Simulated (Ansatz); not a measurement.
# AlNi (Pm-3m) in Ansatz: a series of runs

The runs below take AlNi through relaxation of cell and atoms, with LDA, PBE, PBEsol, RPBE, revPBE.

Everything below comes from runs of Ansatz 0.2.0. Logs are shortened: lines on timing, memory, paths and dates and some standing lists are left out, and cuts for length are marked.

## 1. The structure

The structure is cubic, space group Pm-3m (No. 221). Conventional cell: a = 2.881 Å, b = 2.881 Å, c = 2.881 Å, α = 90.00°, β = 90.00°, γ = 90.00°. Ni (site symmetry m-3m) is surrounded by 8 Al at 2.50 Å. Around Al (site symmetry m-3m) lie 8 Ni at 2.50 Å.

## 2. Relaxation of cell and atoms, LDA, collinear spin, ferromagnetic start

input.yaml

```yaml
crystal:
  lattice:
    - [2.881, 0.0, 0.0]
    - [0.0, 2.881, 0.0]
    - [0.0, 0.0, 2.881]
  atoms:
    - { symbol: Ni, position: [0.5, 0.5, 0.5], spin: 1.0 }
    - { symbol: Al, position: [0.0, 0.0, 0.0] }
hamiltonian:
  xc: lda
  pseudopotentials: { kind: paw }
magnetization:
  spin_polarized: true
kpoints:
  mp_grid: { grid: [9, 9, 9] }
scf:
  occupations: { method: fermi_dirac, width: 0.05 }
output:
  forces: true
  stress: true
  eigenvalues: true
  write_density: true
  write_potential: true
  elf: true
  volumetric_format: npy
relax:
  f_tol: 0.01
  max_steps: 40
  cell: { stress_tol: 0.05 }
```

Potentials or basis: Ansatz PAW.

On the command line:

```console
$ ansatz run input.yaml --threads 2 --pin off --max-ram 5632MiB --backend cpu --events-out ev --progress --plain --runs-dir out
```

The log of the run:

```text
Warning: RAYON_NUM_THREADS=2 ignored (pool sized by the plan → 2); use --threads N
Engine: ansatz 0.2.0, aarch64-unknown-linux-gnu
Pseudopotentials: kind: paw
Pseudopotential: Ni, paw, valence charge 18, recommended cutoff 420 eV (normal), Ni.paw.azcp
Pseudopotential: Al, paw, valence charge 3, recommended cutoff 420 eV (normal), Al.paw.azcp
Functional definition: SPW92
  exchange = slater_x
  correlation = pw_c
Crystal: 2 atoms, lattice volume = 23.913 Å³
Basis set: ecut = 420 eV, 461 PW (Γ)
Bands: 15, of which v1, the nominal top of the filled ones, is band 11 counted from 1 (10 counted from 0)
Symmetry: 48 space group operations
Space group: Pm-3m (ITA 221), of the structure as read, at distance tolerance 2.9e-5 Å
Magnetic group: BNS 221.92 (UNI 1594), of the structure as read, at distance tolerance 2.9e-5 Å
k-points: 35 of 729
Non-local potential: Ni, projectors of the file, l = 0: 3, l = 1: 2, l = 2: 3, l = 3: 1
Non-local potential: Al, projectors of the file, l = 0: 2, l = 1: 2, l = 2: 1
PAW form: soft (Blöchl's): semilocal exchange-correlation on the pseudo side does not see the compensation charge
PAW frozen core: Ni, regenerated for the run's functional, and the local potential with it (the file was generated under x = pbe(κ = 0.804, μ = 0.2195149727645171), c = pbe(β = 0.06672455060314922))
PAW frozen core: Al, regenerated for the run's functional, and the local potential with it (the file was generated under x = pbe(κ = 0.804, μ = 0.2195149727645171), c = pbe(β = 0.06672455060314922))
PAW one-centre angular grid: Ni, 590 points (default); XC on 64 Gauss nodes
PAW one-centre angular grid: Al, 110 points (default); XC on 64 Gauss nodes
Initial density: superposition of atomic densities (chi_scale 0.1, normalization cell)
Starting moments: Σ|m| = 1 μB on 1 of 2 sites
Initial wavefunctions: pseudopotential atomic-orbital guess
Functional: x = slater, c = lda
SCF iter   1: F=—  HF=-6286.205900 eV  |F-HF|=—  |Δ(HF+E_count)|=         —  Δρ=5.88e-2 (↑5.88e-2 ↓2.93e-2)  dr2=8.51e-1  dr2_m=1.44e-1  M=0.593 μB ∫|m|=0.741 μB  β_m=0.30  ethr=3.10e-3  ⟨swp⟩=4.3  Hψ=4754  notcnv=0
Mixer restart at iter 1: flushing history
preconditioner: auto → none  [metal: Δε(μ)=0.007 eV  Ē_g=9.233 eV  σ=0.050 eV  W_gap=0.03  n_scr=6 (ndim 8)  ℏωp=27.4 eV  f_vac=0.000  D(μ)=1.79/eV (n_scr^D=18)  sad-step TF]
SCF iter   2: F=—  HF=-6285.952401 eV  |F-HF|=—  |Δ(HF+E_count)|=   2.53e-1  Δρ=5.25e-2 (↑1.75e-2 ↓5.25e-2)  dr2=4.36e-1  dr2_m=2.26e-1  M=0.450 μB ∫|m|=0.584 μB  β_m=0.31  ethr=3.10e-3  ⟨swp⟩=2.4  Hψ=2222  notcnv=0  defer=12
SCF iter   3: F=—  HF=-6286.551586 eV  |F-HF|=—  |Δ(HF+E_count)|=   5.99e-1  Δρ=3.46e-2 (↑2.59e-2 ↓3.46e-2)  dr2=9.22e-2  dr2_m=1.89e-1  M=0.407 μB ∫|m|=0.532 μB  β_m=0.20  ethr=2.07e-3  ⟨swp⟩=2.5  Hψ=1775  notcnv=0  defer=15
SCF iter   4: F=—  HF=-6287.115575 eV  |F-HF|=—  |Δ(HF+E_count)|=         —  Δρ=6.69e-2 (↑5.54e-2 ↓6.69e-2)  dr2=7.35e-2  dr2_m=8.15e-1  M=0.059 μB ∫|m|=0.104 μB  β_m=0.65  ethr=4.39e-4  ⟨swp⟩=2.2  Hψ=1869  notcnv=0  defer=16
Mixer restart at iter 4: flushing history
SCF iter   5: F=—  HF=-6287.508905 eV  |F-HF|=—  |Δ(HF+E_count)|=   3.93e-1  Δρ=2.74e-2 (↑2.66e-2 ↓2.74e-2)  dr2=3.97e-3  dr2_m=1.59e-1  M=0.023 μB ∫|m|=0.049 μB  β_m=0.83  ethr=3.50e-4  ⟨swp⟩=3.1  Hψ=2133  notcnv=0  defer=17
SCF iter   6: F=—  HF=-6287.684800 eV  |F-HF|=—  |Δ(HF+E_count)|=   1.76e-1  Δρ=2.30e-2 (↑2.20e-2 ↓2.30e-2)  dr2=3.16e-1  dr2_m=7.05e-5  M=-0.000 μB ∫|m|=0.004 μB  β_m=0.83  ethr=1.89e-5  ⟨swp⟩=2.0  Hψ=2550  notcnv=0  defer=20
SCF iter   7: F=—  HF=-6287.629558 eV  |F-HF|=—  |Δ(HF+E_count)|=   5.52e-2  Δρ=4.31e-4 (↑4.31e-4 ↓4.13e-4)  dr2=7.34e-5  dr2_m=1.44e-5  M=-0.000 μB ∫|m|=0.002 μB  β_m=0.87  ethr=1.89e-5  ⟨swp⟩=3.0  Hψ=2430  notcnv=0  defer=20
SCF iter   8: F=—  HF=-6287.629699 eV  |F-HF|=—  |Δ(HF+E_count)|=   1.40e-4  Δρ=3.21e-4 (↑1.23e-4 ↓3.21e-4)  dr2=3.31e-5  dr2_m=2.65e-6  M=-0.000 μB ∫|m|=0.001 μB  β_m=0.93  ethr=3.50e-7  ⟨swp⟩=2.2  Hψ=1908  notcnv=0  defer=20
SCF iter   9: F=—  HF=-6287.629716 eV  |F-HF|=—  |Δ(HF+E_count)|=   1.70e-5  Δρ=3.46e-6 (↑3.46e-6 ↓3.07e-6)  dr2=2.20e-9  dr2_m=1.67e-9  M=-0.000 μB ∫|m|=0.000 μB  β_m=0.97  ethr=1.58e-7  ⟨swp⟩=2.0  Hψ=1395  notcnv=0  defer=20
SCF iter  10: F=—  HF=-6287.629716 eV  |F-HF|=—  |Δ(HF+E_count)|=   7.88e-9  Δρ=7.45e-7 (↑5.13e-7 ↓7.45e-7)  dr2=3.71e-10  dr2_m=1.85e-11  M=-0.000 μB ∫|m|=0.000 μB  β_m=0.87  ethr=1.05e-11  ⟨swp⟩=2.8  Hψ=1952  notcnv=0  defer=20
[... 50 lines left out ...]
iter 1 solved again at ethr=6.65e-8 eV; its pass at ethr=3.10e-3 eV (dr2=1.40e-5 eV) is discarded
SCF iter   1: F=—  HF=-6287.663422 eV  |F-HF|=—  |Δ(HF+E_count)|=         —  Δρ=1.43e-4 (↑1.43e-4 ↓1.43e-4)  dr2=1.02e-5  dr2_m=3.68e-14  M=0.000 μB ∫|m|=0.000 μB  β_m=0.65  ethr=6.65e-8  ⟨swp⟩=3.1  Hψ=7925  notcnv=0
preconditioner: auto → none  [insulator: Δε(μ)=0.123 eV  Ē_g=10.066 eV  σ=0.050 eV  W_gap=0.55  n_scr=6 (ndim 8)  ℏωp=28.1 eV  f_vac=0.000  D(μ)=0.71/eV (n_scr^D=6)  ε∞_Penn≈8.8]
SCF iter   2: F=—  HF=-6287.663434 eV  |F-HF|=—  |Δ(HF+E_count)|=   1.22e-5  Δρ=1.95e-4 (↑1.95e-4 ↓1.95e-4)  dr2=2.26e-5  dr2_m=4.39e-14  M=0.000 μB ∫|m|=0.000 μB  β_m=0.29  ethr=4.85e-8  ⟨swp⟩=2.0  Hψ=1671  notcnv=0
SCF iter   3: F=—  HF=-6287.663429 eV  |F-HF|=—  |Δ(HF+E_count)|=   5.02e-6  Δρ=2.55e-5 (↑2.55e-5 ↓2.55e-5)  dr2=1.55e-7  dr2_m=3.05e-14  M=0.000 μB ∫|m|=0.000 μB  β_m=0.42  ethr=4.85e-8  ⟨swp⟩=2.5  Hψ=1632  notcnv=0
SCF iter   4: F=—  HF=-6287.663430 eV  |F-HF|=—  |Δ(HF+E_count)|=   1.20e-6  Δρ=1.07e-5 (↑1.07e-5 ↓1.07e-5)  dr2=1.19e-7  dr2_m=2.07e-15  M=0.000 μB ∫|m|=0.000 μB  β_m=0.71  ethr=7.38e-10  ⟨swp⟩=2.5  Hψ=1703  notcnv=0
SCF iter   5: F=—  HF=-6287.663431 eV  |F-HF|=—  |Δ(HF+E_count)|=   8.15e-7  Δρ=1.19e-5 (↑1.19e-5 ↓1.19e-5)  dr2=1.02e-7  dr2_m=1.65e-14  M=0.000 μB ∫|m|=0.000 μB  β_m=0.86  ethr=5.69e-10  ⟨swp⟩=2.0  Hψ=1496  notcnv=0
SCF iter   6: F=—  HF=-6287.663432 eV  |F-HF|=—  |Δ(HF+E_count)|=   2.38e-7  Δρ=4.79e-6 (↑4.79e-6 ↓4.79e-6)  dr2=1.57e-8  dr2_m=1.43e-15  M=0.000 μB ∫|m|=0.000 μB  β_m=0.93  ethr=4.87e-10  ⟨swp⟩=2.0  Hψ=1496  notcnv=0
SCF iter   7: F=—  HF=-6287.663432 eV  |F-HF|=—  |Δ(HF+E_count)|=   2.10e-8  Δρ=4.59e-8 (↑4.53e-8 ↓4.59e-8)  dr2=1.29e-12  dr2_m=2.98e-17  M=0.000 μB ∫|m|=0.000 μB  β_m=0.90  ethr=7.47e-11  ⟨swp⟩=2.1  Hψ=1542  notcnv=0
SCF iter   8: F=-6287.663432 eV  HF=-6287.663432 eV  |F-HF|=1.09e-11  |Δ(HF+E_count)|=  1.00e-11  Δρ=1.37e-7 (↑1.37e-7 ↓1.37e-7)  dr2=1.26e-11  dr2_m=4.23e-19  M=0.000 μB ∫|m|=0.000 μB  ethr=1.00e-12  ⟨swp⟩=3.9  Hψ=4111  notcnv=0
the starting moments were not kept: the SCF closed with an absolute magnetisation of 3.2e-10 μB, where they sum to 1 μB in size (1 site). That is at most 0.1 of that sum. Measured as dr2_m measures the in/out step, that magnetisation stands 1.2e-19 eV from none, at or under the dr2_threshold of 2.0e-11 eV: it is no larger than a step whose dr2_m would equal this threshold.
SCF 5 converged in 8 iterations: F = -6287.663432 eV  dr2 = 1.26e-11
relax step   5: F+E_penalty+E_count = -6287.66343153 eV  Δ(F+E_penalty+E_count) = +5.490e-4 eV  max|allowed force component| = 1.906e-29 eV/Å  Δτ_max = 0.0000 Å  P = -0.034 GPa  Ω = 22.716 Å³  stress off target by 3.41e-2 GPa  SCF on the basis re-selected at this cell (its energy is not comparable with the rows above)  (8 SCF iters)
basis re-selected at this cell: Δ(F+E_penalty+E_count) = +5.490e-4 eV, ΔP = -0.034 GPa vs the last step (what re-selecting the basis moved, of the pressure what is left beyond the Pulay correction that the steps carried, after the strain that the cell walked since its last selection, with what the two solves' SCF thresholds leave and, on support functions, any second-order correction that the steps lacked; it is no measure of the basis error at this ecutwfc). This SCF's stress stands 3.41e-2 GPa from its target on what of the cell is left free (relax.cell.stress_tol is 5.00e-2 GPa) and its largest allowed force component is 1.91e-29 eV/Å (relax.f_tol is 1.00e-2 eV/Å): within both
SCF converged after 8 iterations
Magnetization: 0.0000 μB (10.5000 up, 10.5000 down)
Absolute magnetization: 0.0000 μB (∫|ρ↑−ρ↓|, with the PAW one-centre terms)
Spin contamination: 0.0000 ħ² per cell (⟨S²⟩ above its minimum at these occupations)
Per-site moments (μB) at R_I (Å): [(2.41437755689413e-10, 1.0117327579236932), (2.590338571413238e-11, 1.0117327579236932)]
Free energy (F): -6287.663432 eV
Harris-Foulkes:  -6287.663432 eV  (|F-HF|=1.09e-11)
Internal energy: -6287.657391 eV  (E = F + TS)
E sigma→0 (E₀):  -6287.660411 eV
Entropy (-TS):   -0.006041 eV (-3.020 meV/atom)
Fermi energy:    14.558842 eV
--- Per-component energies (eV) ---
  E_band       = -324.053314
  E_kinetic    = 313.873566
  E_local      = -4378.271734  (includes V_loc(G=0)·N_el)
  E_nonlocal   = 651.131612
  E_hartree    = 1883.162838
  E_xc         = -126.612722
  E_vxc        = -142.279721  (∫ρ·V_xc dr)
  E_paw        = -2009.326821  (= ΣΔE_a)
  E_vpaw       = -534.833439  (= ΣTr[D̂ρ^β])
  E_aug_tail   = 0.000415  (compensation charges beyond the density's cutoff)
  E_ewald      = -2622.104381
  E_core_change = 0.489837  (= ΣΔE_core)
  E_smearing   = -0.006041  (= −TS)
  E_closure    = 0.000000  (closes the sum)
  Σ components = -6287.663432   (vs F -6287.663432, Δ=0.00e0)
--- Forces (eV/Å), atoms counted from 1 ---
  atom   1  Ni     0.00000000    -0.00000000    -0.00000000
  atom   2  Al    -0.00000000    -0.00000000    -0.00000000
  max |Σ_I F_I| component: 3.76e-29 eV/Å
--- Stress (GPa, compression-positive) ---
       -0.034114       0.000000      -0.000000
        0.000000      -0.034114       0.000000
       -0.000000       0.000000      -0.034114
  P = ⅓ Tr σ = -0.0341 GPa (-0.341 kbar)
--- Band table (eV; the first three rows and the last of 70) ---
  k-point 0 ↑: bands = ["-88.0837", "-48.9147", "-48.9147", "-48.9147", "3.0493", "11.0276", "11.0276", "12.8701", "12.8701", "12.8701", "20.2143", "20.2143", "20.2143", "22.8815", "22.8815"]
  k-point 1 ↑: bands = ["-88.0834", "-48.9181", "-48.9145", "-48.9145", "3.2847", "11.0091", "11.0838", "12.7675", "12.7675", "12.8815", "18.3200", "20.5210", "20.5210", "22.8836", "24.5334"]
  k-point 2 ↑: bands = ["-88.0829", "-48.9268", "-48.9138", "-48.9138", "3.9816", "10.8001", "11.2300", "12.5270", "12.5270", "12.9106", "15.9138", "21.3767", "21.3767", "22.8892", "26.2400"]
  k-point 34 ↓: bands = ["-88.0781", "-48.9380", "-48.9379", "-48.9379", "10.0110", "10.2423", "10.2423", "13.3163", "13.3163", "15.2491", "16.4888", "16.4888", "18.4546", "19.6506", "19.6506"]
--- Relaxed structure (4 steps of the walk, 4 accepted, 1 SCFs on fresh bases) ---
  F+E_penalty+E_count = -6287.66343153 eV   max|allowed force component| = 1.906e-29 eV/Å   (the final SCF, on the basis selected at the relaxed cell)
  cell:  # Å, volume = 22.7161 Å³
    - [2.832117237019184, -2.5679065925163148e-34, 0.0]
    - [-2.5679065925163148e-34, 2.832117237019184, 0.0]
    - [7.7037197775489426e-34, 0.0, 2.832117237019184]
  atoms:
    - { symbol: Ni, position: [0.49999999999999994, 0.49999999999999994, 0.49999999999999994] }
    - { symbol: Al, position: [-5.347948474520279e-34, 4.2337925423305766e-34, -2.228311864384674e-35] }
```

Run time: 6.6 s. Hardware: 2 threads of Arm Neoverse V1, shared host; peak memory 0.29 GiB.

Results:

- Free energy: -6287.6634 eV
- Relaxed volume: 11.36 Å³/atom
- Relaxed cell: a = 2.832 Å, b = 2.832 Å, c = 2.832 Å, α = 90.00°, β = 90.00°, γ = 90.00°
- Space group after relaxing (to 0.05 Å): Pm-3m (No. 221)
- Energy gained by relaxing: 16.9 meV/atom
- Ionic steps: 5
- Pressure after relaxing: 0.0 GPa
- Band gap on the k mesh: none (metal or under the smearing width)
- Net moment: 0.00 μB per cell
- Absolute moment: 0.00 μB per cell

The path:
| step | energy change (eV) | largest force (eV/Å) | volume (Å³) |
| --- | --- | --- | --- |
| 1 | 0.0000 | 0.0000 | 23.91 |
| 2 | -0.0290 | 0.0000 | 23.16 |
| 3 | -0.0342 | 0.0000 | 22.68 |
| 4 | -0.0343 | 0.0000 | 22.72 |
| 5 | -0.0337 | 0.0000 | 22.72 |

Final structure:
```
CELL_PARAMETERS angstrom
2.83212 0.00000 0.00000
0.00000 2.83212 0.00000
0.00000 0.00000 2.83212
ATOMIC_POSITIONS crystal
Ni 0.50000 0.50000 0.50000
Al 0.00000 0.00000 0.00000
```

Levels at points of the mesh, in eV from the Fermi level:
Spin up:
```csv
k point,band 6,band 7,band 8,band 9,band 10,band 11,band 12,band 13,band 14,band 15
"(0.00, 0.00, 0.00)",-3.53,-3.53,-1.69,-1.69,-1.69,5.66,5.66,5.66,8.32,8.32
```
Spin down:
```
           k point  band 7  band 8  band 9  band 10  band 11  band 12  band 13  band 14
(0.00, 0.00, 0.00)   -3.53   -1.69   -1.69    -1.69     5.66     5.66     5.66     8.32
```

Caveat: the plane-wave basis is chosen anew once the cell has moved, so the energies of steps on either side of that aren't comparable; the PAW data sets come from PBE, with cores solved anew for the run's functional, which leaves a small shift of forces and pressure; the starting moments weren't kept. LDA usually gives volumes a few per cent too small.

[end of part 1 of 3]
